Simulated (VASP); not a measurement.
Input of a VASP 6.6.1 run:

The input INCAR:

```
PREC = Accurate
ENCUT = 520
EDIFF = 1E-6
ISMEAR = 0
SIGMA = 0.05
LREAL = F
LASPH = T
NELM = 60
ALGO = Fast
ISIF = 2
LWAVE = F
LCHARG = F
GGA = PE
NBANDS = 13
```

File KPOINTS:

```
Automatic mesh
0
Gamma
  11 11 10
```

POSCAR

```
Ge
2.9521
    0.473272924359     -0.880903763423      0.000000000000
    0.473272924359      0.880903763423      0.000000000000
    0.000000000000      0.000000000000      0.914003929406
Ge
1
Direct
    0.5000000000      0.5000000000      0.0000000000
```

Potentials or basis: VASP PAW PBE potentials, release 64 (Ge_d).

Launch:

```console
$ cat potpaw_PBE.64/Ge_d/POTCAR > POTCAR
$ mpirun -np 1 vasp_std > vasp.out
```

(1) Estimate the pressure.

(2) Estimate the band gap on the k mesh.

Answers

(1) -0.2 GPa.

(2) none (metal or under the smearing width).
